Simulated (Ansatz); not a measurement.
TiO2:

```xyz
12
Lattice="1.4741 -4.7965 0.0000 1.4741 4.7965 0.0000 0.0000 0.0000 10.2352" Properties=species:S:1:pos:R:3 pbc="T T T"
Ti    1.4741   -3.5198    5.9686
Ti    1.4741    3.5198    4.2666
Ti    1.4741   -3.5198    9.3842
Ti    1.4741    3.5198    0.8510
O     1.4741    0.0000    5.1176
O     1.4741    0.0000    0.0000
O     1.4741   -4.1656    7.6764
O     1.4741    4.1656    2.5588
O     1.4741   -2.4405    1.0529
O     1.4741    2.4405    9.1824
O     1.4741    2.4405    6.1705
O     1.4741   -2.4405    4.0648
```

Measurements of this composition are mostly on another form, of space group No. 141.

```yaml
Program: Ansatz 0.2.0
Task: relaxation of cell and atoms
Functional: r2SCAN
Potentials_or_basis: Ansatz PAW
Cutoff: "500 eV (not typed: the program's choice for these potentials)"
k_mesh: 9 × 9 × 3
Occupations: fermi-dirac, width 0.05 eV
Spin: no spin polarisation
Hubbard_terms: Ti d U = 6 eV
```

At the start: volume 12.06 Å³/atom.

Problem. How do energy, volume and symmetry change on relaxing?

Solution. It ends after 7 steps and the volume is 12.00 Å³/atom (-0.5 %); space group Cmcm (No. 63, to 0.05 Å).

Step by step:
```csv
step,energy change (eV),largest force (eV/Å),volume (Å³)
1,0.0000,0.3426,144.74
2,-0.0275,0.1676,144.26
3,-0.0384,0.1661,143.97
4,-0.0422,0.0779,143.83
5,-0.0430,0.0233,143.81
6,-0.0431,0.0019,143.96
7,-0.0425,0.0016,143.96
```

Final structure:
```cif
data_structure
_symmetry_space_group_name_H-M 'P 1'
_symmetry_Int_Tables_number 1
_cell_length_a 4.9973
_cell_length_b 4.9973
_cell_length_c 10.1503
_cell_angle_alpha 90.000
_cell_angle_beta 90.000
_cell_angle_gamma 145.393
_cell_volume 143.96
loop_
_atom_site_label
_atom_site_type_symbol
_atom_site_fract_x
_atom_site_fract_y
_atom_site_fract_z
_atom_site_occupancy
Ti1 Ti 0.86543 0.13457 0.58207 1
Ti2 Ti 0.13457 0.86543 0.41793 1
Ti3 Ti 0.86543 0.13457 0.91793 1
Ti4 Ti 0.13457 0.86543 0.08207 1
O1 O 0.50000 0.50000 0.50000 1
O2 O 0.50000 0.50000 0.00000 1
O3 O 0.93279 0.06721 0.75000 1
O4 O 0.06721 0.93279 0.25000 1
O5 O 0.75648 0.24352 0.10076 1
O6 O 0.24352 0.75648 0.89924 1
O7 O 0.24352 0.75648 0.60076 1
O8 O 0.75648 0.24352 0.39924 1
```

Caveat: the plane-wave basis is chosen anew once the cell has moved, so the energies of steps on either side of that aren't comparable; the PAW data sets come from PBE, with cores solved anew for the run's functional, which leaves a small shift of forces and pressure.
